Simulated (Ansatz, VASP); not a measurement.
C in VASP and in Ansatz

The input INCAR:

```
ALGO     = Normal         # electronic algorithm
EDIFF    = 1E-6           # SCF threshold, eV
EDIFFG   = -0.005         # ionic threshold
ENCUT    = 600            # plane-wave cutoff, eV
GGA      = PE             # functional
IBRION   = 2              # ionic algorithm
ISIF     = 3              # what is computed and relaxed
ISMEAR   = 0              # smearing method
LASPH    = True           # aspherical terms in the spheres
LCHARG   = False          # write CHGCAR
LREAL    = False          # projectors in reciprocal space
LWAVE    = False          # write WAVECAR
NELM     = 80             # most SCF steps
NSW      = 100            # ionic steps
PREC     = Accurate       # precision mode
SIGMA    = 0.02           # smearing width, eV
```

File KPOINTS:

```
k-points
0
Gamma
  12 12 12
```

Contents of POSCAR:

```
C
1.0
    0.0000000000      1.7833700000      1.7833700000
    1.7833700000      0.0000000000      1.7833700000
    1.7833700000      1.7833700000      0.0000000000
C
2
Direct
    0.0000000000      0.0000000000      0.0000000000
    0.2500000000      0.2500000000      0.2500000000
```

Input for Ansatz:

```yaml
crystal:
  lattice:
    - [0.0, 1.78337, 1.78337]
    - [1.78337, 0.0, 1.78337]
    - [1.78337, 1.78337, 0.0]
  atoms:
    - { symbol: C, position: [0.0, 0.0, 0.0] }
    - { symbol: C, position: [0.25, 0.25, 0.25] }
basis:
  ecutwfc: 420
kpoints:
  mp_grid: { grid: [12, 12, 12] }
hamiltonian:
  xc: pbe
scf:
  occupations: { method: gaussian, width: 0.02 }
output:
  forces: true
  stress: true
  eigenvalues: true
  write_density: true
  write_potential: true
  elf: true
  volumetric_format: npy
relax:
  adjacent_minimum: "off"
  f_tol: 0.005
  max_steps: 80
  cell: { stress_tol: 0.05 }
```

This isn't the form of C at room conditions, which is graphite.

Alike in both runs: task relaxation of cell and atoms; functional PBE; k mesh 12 × 12 × 12; occupations gaussian, width 0.02 eV; no spin polarisation.

|  | VASP | Ansatz |
| --- | --- | --- |
| version | VASP 6.6.1 | Ansatz 0.2.0 |
| potentials or method | VASP PAW PBE potentials, release 64 (C) | scalar-relativistic, plane waves, PAW |
| plane-wave cutoff (eV) | 600 | 420 |
| valence electrons in the cell | 8 | 8 |

|  | VASP | Ansatz | Ansatz less VASP |
| --- | --- | --- | --- |
| gap on the k mesh at the Fermi level, each at its own relaxed structure (eV) | 4.14 | 4.15 | +0.007 |
| relaxed volume (Å³/atom) | 5.70 | 5.69 | -0.001 |
| relaxed cell length with the largest relative difference (Å) | 2.526 | 2.525 | -0.0001 |

PBE usually gives volumes a little too large and moduli too small. Zero-point motion and thermal expansion aren't in these numbers.
